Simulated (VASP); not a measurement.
# ZrC (I4/mmm) in VASP: a series of runs

Runs on ZrC. Level: PBEsol. Tasks: single point.

Program: VASP 6.6.1. These are calculated values, not measurements. Logs are shortened: lines on timing, memory, paths and dates and some standing lists are left out, and cuts for length are marked.

## Step 1: The crystal as given

Symmetry: I4/mmm, No. 139, tetragonal system. Conventional cell: a = 3.183 Å, b = 3.183 Å, c = 4.745 Å, α = 90.00°, β = 90.00°, γ = 90.00°. Zr (site symmetry 4/mmm) has 6 C at 2.25 to 2.37 Å as nearest neighbours. Around C (site symmetry 4/mmm) lie 6 Zr at 2.25 to 2.37 Å.

## Step 2: Single point, PBEsol

INCAR reads:

```
SYSTEM = ZrC
PREC = Accurate
ENCUT = 520
EDIFF = 1E-6
ISMEAR = 0
SIGMA = 0.1
LREAL = .FALSE.
LASPH = .TRUE.
NELM = 100
ALGO = Fast
ISIF = 2
LWAVE = .FALSE.
LCHARG = .FALSE.
GGA = PS
NBANDS = 15
ISYM = 0
```

KPOINTS reads:

```
Automatic mesh
0
G
  11 11 14
  0 0 0
```

POSCAR reads:

```
ZrC
1.0
    3.1830775861     -0.0000000162      0.0003215886
   -0.0000000162      3.1830775861      0.0003215886
    1.5917852157      1.5917852157      2.3730647091
Zr C
1 1
Direct
    0.0000000000      0.0000000000      0.0000000000
    0.5000000000      0.5000000000      0.0000000000
```

Potentials or basis: VASP PAW PBE potentials, release 64 (Zr_sv, C).

On the command line:

```console
cat potpaw_PBE.64/Zr_sv/POTCAR potpaw_PBE.64/C/POTCAR > POTCAR
mpirun -np 1 vasp_std > vasp.out
```

OUTCAR:

```text
SYSTEM = ZrC
   PREC = Accurate
   ENCUT = 520
   EDIFF = 1E-6
   ISMEAR = 0
   LREAL = .FALSE.
   LASPH = .TRUE.
   NELM = 100
   ISIF = 2
   GGA = PS
   ISYM = 0

 ion  position               nearest neighbor table
   1  0.000  0.000  0.000-   2 2.25   2 2.25   2 2.25   2 2.25   2 2.37   2 2.37
   2  0.500  0.500  0.000-   1 2.25   1 2.25   1 2.25   1 2.25   1 2.37   1 2.37

IMPORTANT INFORMATION: All symmetrisations will be switched off!
NOSYMM: (Re-)initialisation of all symmetry stuff for point group C_1.

----------------------------------------------------------------------------------------

                                     Primitive cell

  volume of cell :      24.0406

  direct lattice vectors                    reciprocal lattice vectors
     3.183077586 -0.000000016  0.000321589     0.314182658  0.000021295 -0.210759195
    -0.000000016  3.183077586  0.000321589     0.000021295  0.314182658 -0.210759195
     1.591785216  1.591785216  2.373064709    -0.000042580 -0.000042580  0.421453133

  length of vectors
     3.183077602  3.183077602  3.270932048     0.378325497  0.378325497  0.421453137

  position of ions in fractional coordinates (direct lattice)
     0.000000000  0.000000000  0.000000000
     0.500000000  0.500000000  1.000000000

  ion indices of the primitive-cell ions
   primitive index   ion index
                 1           1
                 2           2

----------------------------------------------------------------------------------------

 KPOINTS: Automatic mesh

Automatic generation of k-mesh.
 Grid dimensions read from file:
 generate k-points for:   11   11   14

 Generating k-lattice:

  Cartesian coordinates                     Fractional coordinates (reciprocal lattice)
     0.028562060  0.000001936 -0.019159927     0.090909091  0.000000000  0.000000000
     0.000001936  0.028562060 -0.019159927     0.000000000  0.090909091  0.000000000
    -0.000003041 -0.000003041  0.030103795    -0.000000000 -0.000000000  0.071428571

  Length of vectors
     0.034393227  0.034393227  0.030103795

  Shift w.r.t. Gamma in fractional coordinates (k-lattice)
     0.000000000  0.000000000  0.000000000

 Subroutine IBZKPT returns following result:
 ===========================================

 Found    848 irreducible k-points:

 Following reciprocal coordinates:
            Coordinates               Weight
  0.000000  0.000000  0.000000      1.000000
  0.090909  0.000000 -0.000000      2.000000
  0.000000 -0.090909  0.000000      2.000000
  0.181818  0.000000 -0.000000      2.000000
 -0.000000 -0.181818  0.000000      2.000000
  0.272727  0.000000 -0.000000      2.000000
[... 16 lines left out ...]
 -0.363636  0.090909 -0.000000      2.000000
 -0.090909  0.363636  0.000000      2.000000
 [... further k-points ...]
   k-points           NKPTS =    848   k-points in BZ     NKDIM =    848   number of bands    NBANDS=     15
   number of dos      NEDOS =    301   number of ions     NIONS =      2
   total plane-waves  NPLWV =  13824
   dimension x,y,z NGX =    24 NGY =   24 NGZ =   24
   dimension x,y,z NGXF=    48 NGYF=   48 NGZF=   48
   ions per type =               1   1
   NGX,Y,Z   is equivalent  to a cutoff of  12.53, 12.53, 12.20 a.u.
   NGXF,Y,Z  is equivalent  to a cutoff of  25.07, 25.07, 24.40 a.u.
 SYSTEM =  ZrC
   PREC   = accura    normal or accurate (medium, high low for compatibility)
   ISTART =      0    job   : 0-new  1-cont  2-samecut
   ICHARG =      2    charge: 1-file 2-atom 10-const
   ISPIN  =      1    spin polarized calculation?
   LNONCOLLINEAR =      F non collinear calculations
   LSORBIT =      F    spin-orbit coupling
   LASPH  =      T    aspherical Exc in radial PAW
   ENCUT  =  520.0 eV  38.22 Ry    6.18 a.u.   5.92  5.92  6.08*2*pi/ulx,y,z
   NELM   =    100;   NELMIN=  2; NELMDL= -5     # of ELM steps
   EDIFF  = 0.1E-05   stopping-criterion for ELM
   LREAL  =      F    real-space projection
   EDIFFG = 0.1E-04   stopping-criterion for IOM
   NSW    =      0    number of steps for IOM
   IBRION =     -1    ionic relax: 0-MD 1-quasi-New 2-CG
   NFREE  =      0    steps in history (QN), initial steepest desc. (CG)
   ISIF   =      2    stress and relaxation
   ISYM   =      0    0-nonsym 1-usesym 2-fastsym
   POTIM  = 0.5000    time-step for ionic-motion
   TEBEG  =    0.0;   TEEND  =   0.0 temperature during run
   PSTRESS=    0.0 pullay stress
   NELECT =      16.0000    total number of electrons
   NUPDOWN=      -1.0000    fix difference up-down
   EMIN   =  10.00;   EMAX   =-10.00  energy-range for DOS
   EFERMI =   0.00;   METHOD = LEGACY
   ISMEAR =     0;   SIGMA  =   0.10  broadening in eV -4-tet -1-fermi 0-gaus
   EFERMI_NEDOS =   21; number of points for ismear=-14 and -15
   IALGO  =     68    algorithm
   IMIX   =      4    mixing-type and parameters
     AMIX     =   0.40;   BMIX     =  1.00
     AMIX_MAG =   1.60;   BMIX_MAG =  1.00
  volume/ion in A,a.u.               =      12.02        81.12
  Fermi-wavevector in a.u.,A,eV,Ry     =   1.429332  2.701046 27.796564  2.042990
  Thomas-Fermi vector in A             =   2.549297
   LORBIT       =      0    0 simple, 1 ext, 2 COOP (PROOUT), +10 PAW based schemes
   GGA     = PS    functional components
   LHFCALC =     F    Hartree Fock is set to
   AEXX    =    0.0000 exact exchange contribution
   IVDW    =     0    specifies the selected vdW correction
   LEPSILON=     F    determine dielectric tensor
   LRPA    =     F    only Hartree local field effects (RPA)
 non-spin polarized calculation
 RMM-DIIS sequential band-by-band and
 Gauss-broadening in eV      SIGMA  =   0.10
  energy-cutoff  :      520.00
  volume of cell :       24.04
 maximum number of plane-waves:       659
   NGX = 11   NGY = 11   NGZ = 13

 number of electron      15.9999999 magnetization

 Free energy of the ion-electron system (eV)
  ---------------------------------------------------
  ext. energy  EPLUGINS =         0.00000000
  ---------------------------------------------------
  free energy    TOTEN  =       -20.43821512 eV

  energy without entropy =      -20.43657886  energy(sigma->0) =      -20.43739699

 E-fermi :  10.4169     XC(G=0): -12.6582

 val. band max:       10.4050217398   @ k =  -0.0000  -0.0909  -0.0714
 cond. band min:      10.4259764075   @ k =   0.4545   0.3636   0.4286
 fundamental gap:      0.0209546676
 Fermi energy:        10.4169136113

 k-point     1 :       0.0000    0.0000    0.0000
  band No.  band energies     occupation
      1     -37.2747      2.00000
      2     -14.9788      2.00000
      3     -14.9466      2.00000
      4     -14.9463      2.00000
      5      -1.1398      2.00000
      6      11.1045      0.00000
      7      11.1587      0.00000
      8      11.4851      0.00000
      9      11.4853      0.00000
     10      11.6878      0.00000
     11      11.6879      0.00000
     12      12.9473      0.00000
     13      13.7601      0.00000
     14      18.8045      0.00000
     15      20.9534      0.00000

 k-point     2 :       0.0909    0.0000   -0.0000
  band No.  band energies     occupation
      1     -37.2632      2.00000
      2     -15.0584      2.00000
      3     -14.9792      2.00000
      4     -14.9510      2.00000
      5      -0.9228      2.00000
      6      10.0628      2.00000
      7      10.2619      1.97168
      8      10.5465      0.06688
      9      11.7369      0.00000
     10      11.9930      0.00000
     11      12.3538      0.00000
     12      13.9853      0.00000
     13      14.8168      0.00000
     14      19.1914      0.00000
     15      21.5265      0.00000

 k-point     3 :       0.0000   -0.0909    0.0000
  band No.  band energies     occupation
      1     -37.2632      2.00000
      2     -15.0584      2.00000
      3     -14.9792      2.00000
      4     -14.9510      2.00000
      5      -0.9228      2.00000
      6      10.0628      2.00000
      7      10.2619      1.97168
      8      10.5465      0.06688
      9      11.7369      0.00000
     10      11.9930      0.00000
     11      12.3538      0.00000
     12      13.9853      0.00000
     13      14.8168      0.00000
     14      19.1914      0.00000
     15      21.5265      0.00000

 k-point     4 :       0.1818    0.0000   -0.0000
  band No.  band energies     occupation
      1     -37.2321      2.00000
      2     -15.3172      2.00000
      3     -15.0122      2.00000
      4     -14.9630      2.00000
      5      -0.3231      2.00000
      6       8.5910      2.00000
      7       9.0995      2.00000
      8       9.3198      2.00000
      9      12.3827      0.00000
     10      12.5563      0.00000
     11      12.9071      0.00000
     12      15.7553      0.00000
     13      16.7038      0.00000
     14      20.0403      0.00000
     15      22.9572      0.00000

 k-point     5 :      -0.0000   -0.1818    0.0000
  band No.  band energies     occupation
      1     -37.2321      2.00000
      2     -15.3172      2.00000
      3     -15.0122      2.00000
      4     -14.9630      2.00000
      5      -0.3231      2.00000
      6       8.5910      2.00000
      7       9.0995      2.00000
      8       9.3198      2.00000
      9      12.3827      0.00000
     10      12.5563      0.00000
     11      12.9071      0.00000
     12      15.7553      0.00000
     13      16.7038      0.00000
     14      20.0403      0.00000
     15      22.9572      0.00000

 k-point     6 :       0.2727    0.0000   -0.0000
  band No.  band energies     occupation
      1     -37.1910      2.00000
      2     -15.6408      2.00000
      3     -15.0527      2.00000
      4     -14.9785      2.00000
      5       0.5320      2.00000
      6       7.1472      2.00000
      7       8.1445      2.00000
      8       8.3138      2.00000
      9      13.3611      0.00000
     10      13.3938      0.00000
     11      13.5359      0.00000
     12      17.6137      0.00000
     13      18.7346      0.00000
     14      20.4835      0.00000
     15      24.4246      0.00000

 k-point     7 :      -0.0000   -0.2727    0.0000
  band No.  band energies     occupation
      1     -37.1910      2.00000
      2     -15.6408      2.00000
      3     -15.0527      2.00000
      4     -14.9785      2.00000
      5       0.5320      2.00000
      6       7.1472      2.00000
      7       8.1445      2.00000
      8       8.3138      2.00000
      9      13.3611      0.00000
     10      13.3938      0.00000
     11      13.5359      0.00000
[... 226 lines left out ...]
      4     -15.0589      2.00000
      5       2.1623      2.00000
      6       5.0113      2.00000
      7       7.2414      2.00000
      8       7.4362      2.00000
      9      14.6841      0.00000
     10      15.3257      0.00000
     11      16.0201      0.00000
     12      18.1537      0.00000
     13      20.6539      0.00000
     14      21.6100      0.00000
     15      24.2390      0.00000

 k-point    21 :      -0.4545    0.0909    0.0000
  band No.  band energies     occupation
      1     -37.1286      2.00000
      2     -16.0259      2.00000
      3     -15.1361      2.00000
      4     -15.0508      2.00000
      5       1.9281      2.00000
      6       5.3009      2.00000
      7       7.3351      2.00000
      8       7.5256      2.00000
      9      13.8477      0.00000
     10      15.4569      0.00000
     11      16.0249      0.00000
     12      18.3852      0.00000
     13      19.8713      0.00000
     14      21.8255      0.00000
     15      24.4898      0.00000

 k-point    22 :      -0.0909    0.4545    0.0000
  band No.  band energies     occupation
      1     -37.1286      2.00000
      2     -16.0259      2.00000
      3     -15.1361      2.00000
      4     -15.0508      2.00000
      5       1.9281      2.00000
      6       5.3009      2.00000
      7       7.3351      2.00000
      8       7.5256      2.00000
      9      13.8477      0.00000
     10      15.4569      0.00000
     11      16.0249      0.00000
     12      18.3851      0.00000
     13      19.8713      0.00000
     14      21.8255      0.00000
     15      24.4903      0.00000

 k-point    23 :      -0.3636    0.0909   -0.0000
  band No.  band energies     occupation
      1     -37.1560      2.00000
      2     -15.8356      2.00000
      3     -15.1141      2.00000
      4     -15.0295      2.00000
      5       1.1984      2.00000
      6       6.1788      2.00000
      7       7.6626      2.00000
      8       8.0495      2.00000
      9      12.8095      0.00000
     10      14.7805      0.00000
     11      15.0701      0.00000
     12      17.9667      0.00000
     13      19.5804      0.00000
     14      21.1978      0.00000
     15      25.2999      0.00000

 k-point    24 :      -0.0909    0.3636    0.0000
  band No.  band energies     occupation
      1     -37.1560      2.00000
      2     -15.8356      2.00000
      3     -15.1141      2.00000
      4     -15.0295      2.00000
      5       1.1984      2.00000
      6       6.1788      2.00000
      7       7.6626      2.00000
      8       8.0495      2.00000
      9      12.8095      0.00000
     10      14.7805      0.00000
     11      15.0701      0.00000
     12      17.9667      0.00000
     13      19.5804      0.00000
     14      21.1978      0.00000
     15      25.3013      0.00000

 [... further k-points ...]

------------------------ aborting loop because EDIFF is reached ----------------------------------------

  FORCE on cell =-STRESS in cart. coord.  units (eV):
  Direction    XX          YY          ZZ          XY          YZ          ZX
  --------------------------------------------------------------------------------------
  -------------------------------------------------------------------------------------
  Total        3.7710235      3.7710187      0.0381423     -0.0098479      0.0004364      0.0004385
  in kB      251.3186183    251.3182935      2.5419808     -0.6563103      0.0290816      0.0292234
  external PRESSURE =     168.3929642 kB  Pullay stress =       0.0000000 kB

 VOLUME and BASIS-vectors are now :
 -----------------------------------------------------------------------------
  energy-cutoff  :      520.00
  volume of cell :       24.04
      direct lattice vectors                 reciprocal lattice vectors
     3.183077586 -0.000000016  0.000321589     0.314182658  0.000021295 -0.210759195
    -0.000000016  3.183077586  0.000321589     0.000021295  0.314182658 -0.210759195
     1.591785216  1.591785216  2.373064709    -0.000042580 -0.000042580  0.421453133

 POSITION                                       TOTAL-FORCE (eV/Angst)
 -----------------------------------------------------------------------------------
      0.00000      0.00000      0.00000        -0.000000      0.000004      0.000002
      1.59154      1.59154      0.00032         0.000000     -0.000004     -0.000002
 -----------------------------------------------------------------------------------
    total drift:                                0.000001      0.000007      0.000002

  FREE ENERGIE OF THE ION-ELECTRON SYSTEM (eV)
  ---------------------------------------------------
  free  energy   TOTEN  =       -20.4382151164 eV

  energy  without entropy=      -20.4365788587  energy(sigma->0) =      -20.43739699
```

It took 2.7 min on 1 thread of Intel Xeon Platinum 8488C (Sapphire Rapids), shared host; peak memory 0.39 GiB.

Results:

- Free energy: -20.4382 eV
- Pressure: 16.8 GPa
- Band gap on the k mesh: none (metal or under the smearing width)

Caveat: so large a pressure means that the cell lies far from this level's equilibrium, or that cutoff or potentials fall short; the potentials were made for another functional, which shifts forces and pressure.

## Step 3: Single point, PBEsol

This run uses another cell than the first one, of 12.36 Å³/atom, 1.028 times its volume.

INCAR reads:

```
SYSTEM = ZrC
ALGO = Fast
EDIFF = 1E-6
ENCUT = 520
GGA = PS
ISIF = 2
ISMEAR = 0
ISYM = 0
LASPH = .TRUE.
LCHARG = .FALSE.
LREAL = .FALSE.
LWAVE = .FALSE.
NBANDS = 15
NELM = 100
PREC = Accurate
SIGMA = 0.1
```

KPOINTS reads:

```
k-points
0
G
  11 11 14
  0 0 0
```

POSCAR reads:

```
ZrC
1.0
    3.1830776023      0.0000000000      0.0000000000
    0.0000000000      3.1830776023      0.0000000000
    1.5915388012      1.5915388012      2.4391672756
Zr C
1 1
Direct
    0.0000000000      0.0000000000      0.0000000000
    0.5000000000      0.5000000000      0.0000000000
```

Potentials or basis: VASP PAW PBE potentials, release 64 (Zr_sv, C).

On the command line:

```console
cat potpaw_PBE.64/Zr_sv/POTCAR potpaw_PBE.64/C/POTCAR > POTCAR
mpirun -np 1 vasp_std > vasp.out
```

Wall time 3.6 min (1 thread of Intel Xeon Platinum 8488C (Sapphire Rapids), shared host); peak memory 0.4 GiB.

Results (log left out):

```
Free energy            : -20.4143 eV
Pressure               : 10.7 GPa
Band gap on the k mesh : none (metal or under the smearing width)
```

Stress tensor (GPa, compression positive):
```
 21.66  -0.05   0.02
 -0.05  21.66   0.02
  0.02   0.02 -11.26
```

Levels at points of the mesh, in eV from the Fermi level:
```
           k point  band 4  band 5  band 6  band 7  band 8  band 9  band 10  band 11  band 12  band 13
(0.00, 0.00, 0.00)  -25.47  -11.47    0.52    0.66    1.10    1.10     1.38     1.38     2.13     3.42
(0.00, 0.00, 0.50)  -25.73  -10.37   -2.56   -1.90    0.41    0.41     4.72     5.97     5.97     8.10
```

Caveat: the PAW data sets were made with another functional, which shifts forces and pressure a little.
